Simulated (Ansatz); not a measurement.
An element in the diamond structure gives these cold pressures by all-electron LAPW under PBE (Ansatz 0.2.0, scalar-relativistic, no spin polarisation).

```
V (Å³/atom)  P (GPa)
      54.14     0.03
      49.81     0.32
      45.48     0.74
      41.15     1.35
      36.82     2.27
      32.48     3.69
      28.15     6.04
      24.36     9.54
```

**Question.** Which element is it?

**Answer.** Na. Its zero-pressure volume in this structure is near 54.1 Å³/atom; the volume and the steepness of P(V) together point to it, though neighbours can come close. Neighbours weren't tried against these numbers.
